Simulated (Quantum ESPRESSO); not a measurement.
Cl:

```
Cl
1.0
     3.14500   -2.25000    0.00000
     3.14500    2.25000    0.00000
     0.00000    0.00000    8.21000
Cl
4
Direct
  0.37000 0.63000 0.40000
  0.13000 0.87000 0.90000
  0.63000 0.37000 0.60000
  0.87000 0.13000 0.10000
```

Base run:

```yaml
Program: Quantum ESPRESSO 7.5
Functional: WC
Potentials_or_basis: PseudoDojo 0.4.1 SR PBE standard
Cutoff: 789 eV
Density_cutoff: 3157 eV
k_mesh: 6 × 6 × 2, shifted
Occupations: fermi-dirac, width 0.05 eV
Spin: no spin polarisation
```

Its results: pressure -0.5 GPa; largest force 0.132 eV/Å; electronic dielectric tensor (diagonal) 2.29, 3.09, 4.29.

Q: After a change of settings the same cell gave: pressure -2.5 GPa; largest force 0.207 eV/Å; electronic dielectric tensor (diagonal) 2.35, 3.21, 4.49. Which change was it?
A. functional from WC to AM05
B. functional from WC to LDA; potentials or basis from PseudoDojo 0.4.1 SR PBE standard to PseudoDojo 0.4.1 SR LDA standard; cutoff from 789 eV to 762 eV; density cutoff from 3157 eV to 3048 eV
C. functional from WC to PBEsol; potentials or basis from PseudoDojo 0.4.1 SR PBE standard to PseudoDojo 0.4.1 SR PBEsol standard
D. functional from WC to BLYP

A: B.

Caveats: the potentials were made for another functional, which shifts forces and pressure (some runs).

Runs at the PBE level aren't shown here.
